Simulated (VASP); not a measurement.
Here is a VASP 6.6.1 calculation.

File INCAR:

```
SYSTEM = Y
PREC = Accurate
ENCUT = 520
EDIFF = 1E-6
ISMEAR = -1
SIGMA = 0.05
LREAL = .FALSE.
LASPH = .TRUE.
NELM = 80
ALGO = Normal
ISIF = 2
LWAVE = .FALSE.
LCHARG = .FALSE.
LMAXMIX = 4
GGA = RE
NBANDS = 18
```

KPOINTS

```
Automatic mesh
0
G
  8 8 5
  0 0 0
```

The input POSCAR:

```
Y
1.0
    3.6474000000      0.0000000000      0.0000000000
   -1.8237000000      3.1587410578      0.0000000000
    0.0000000000      0.0000000000      5.7306000000
Y
2
Direct
    0.6666666667      0.3333333333      0.7500000000
    0.3333333333      0.6666666667      0.2500000000
```

The input KPOINTS_OPT:

```
path GMKGALHA,LM,KH
15
line-mode
reciprocal
 0.0000000000  0.0000000000  0.0000000000  G
 0.5000000000  0.0000000000  0.0000000000  M

 0.5000000000  0.0000000000  0.0000000000  M
 0.3333333333  0.3333333333  0.0000000000  K

 0.3333333333  0.3333333333  0.0000000000  K
 0.0000000000  0.0000000000  0.0000000000  G

 0.0000000000  0.0000000000  0.0000000000  G
 0.0000000000  0.0000000000  0.5000000000  A

 0.0000000000  0.0000000000  0.5000000000  A
 0.5000000000  0.0000000000  0.5000000000  L

 0.5000000000  0.0000000000  0.5000000000  L
 0.3333333333  0.3333333333  0.5000000000  H

 0.3333333333  0.3333333333  0.5000000000  H
 0.0000000000  0.0000000000  0.5000000000  A

 0.5000000000  0.0000000000  0.5000000000  L
 0.5000000000  0.0000000000  0.0000000000  M

 0.3333333333  0.3333333333  0.0000000000  K
 0.3333333333  0.3333333333  0.5000000000  H
```

Potentials or basis: VASP PAW PBE potentials, release 64 (Y_sv).

Run with:

```console
$ cat potpaw_PBE.64/Y_sv/POTCAR > POTCAR
$ mpirun -np 1 vasp_std > vasp.out
```

Problem. Estimate the pressure.

Solution. 0.9 GPa.

Problem. Predict the band gap along the path.

Solution. None (metal or under the smearing width).

Levels at the corners of the path, in eV from the Fermi level:
```tsv
point	band 7	band 8	band 9	band 10	band 11	band 12	band 13	band 14
Γ	-22.44	-22.40	-4.66	-1.83	0.85	1.77	1.77	2.06
M	-22.55	-22.49	-1.65	-1.16	-0.80	-0.11	1.40	1.50
M	-22.55	-22.49	-1.65	-1.16	-0.80	-0.11	1.40	1.50
K	-22.64	-22.63	-0.67	-0.65	-0.65	-0.44	1.08	1.08
K	-22.64	-22.63	-0.67	-0.65	-0.65	-0.44	1.08	1.08
Γ	-22.44	-22.40	-4.66	-1.83	0.85	1.77	1.77	2.06
Γ	-22.44	-22.40	-4.66	-1.83	0.85	1.77	1.77	2.06
A	-22.48	-22.48	-3.24	-3.24	0.96	0.96	1.70	1.70
A	-22.48	-22.48	-3.24	-3.24	0.96	0.96	1.70	1.70
L	-22.55	-22.55	-1.62	-1.62	0.08	0.08	1.37	1.37
L	-22.55	-22.55	-1.62	-1.62	0.08	0.08	1.37	1.37
H	-22.50	-22.50	-0.37	-0.37	-0.35	-0.35	0.41	0.41
H	-22.50	-22.50	-0.37	-0.37	-0.35	-0.35	0.41	0.41
A	-22.48	-22.48	-3.24	-3.24	0.96	0.96	1.70	1.70
L	-22.55	-22.55	-1.62	-1.62	0.08	0.08	1.37	1.37
M	-22.55	-22.49	-1.65	-1.16	-0.80	-0.11	1.40	1.50
K	-22.64	-22.63	-0.67	-0.65	-0.65	-0.44	1.08	1.08
H	-22.50	-22.50	-0.37	-0.37	-0.35	-0.35	0.41	0.41
```

Caveat: the PAW data sets were made with another functional, which shifts forces and pressure a little.
